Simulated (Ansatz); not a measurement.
# Lattice vibrations of CaF₂ at Γ

Method: DFT LDA, scalar-relativistic, plane waves, PAW (Ansatz 0.2.0). Settings: 420 eV plane-wave cutoff, Γ-centred 8×8×8 mesh, fixed occupations. No spin polarisation. Phonons by linear response, acoustic sum rule imposed.

Equilibrium structure at this level:
```
Ca F
1.0
     0.00000    2.66299    2.66299
     2.66299    0.00000    2.66299
     2.66299    2.66299    0.00000
Ca F
1 2
Direct
  0.00000 0.00000 0.00000
  0.25000 0.25000 0.25000
  0.75000 0.75000 0.75000
```

Optical modes at Γ (transverse, no macroscopic field); i marks an imaginary frequency:
| frequency (cm⁻¹) | degeneracy | IR intensity of the level ((D/Å)²/amu) |
| --- | --- | --- |
| 278 | 3 | 20.11 |
| 339 | 3 | 0.00 |

All 6 optical modes at Γ are real: no displacement of atoms at fixed cell lowers the energy to second order. Strains and modes at other wave vectors aren't tested by this run.

* Electronic dielectric constant ε∞ (principal values): 2.37
* Static dielectric constant ε0 (principal values): 7.3
* Refractive index √ε∞, mean: 1.54
* Kohn–Sham gap on the mesh: 7.38 eV
* Cost: 22 s on 1 thread of Intel(R) Xeon(R) Platinum 8375C CPU @ 2.90GHz (Ice Lake), on a shared host, peak memory 0.56 GiB

Born effective charges (e):
```json
{"atom": "Ca (atom 1)", "Z*xx": "2.38", "Z*yy": "2.38", "Z*zz": "2.38", "mean": "2.38"}
{"atom": "F (atom 2)", "Z*xx": "-1.19", "Z*yy": "-1.19", "Z*zz": "-1.19", "mean": "-1.19"}
```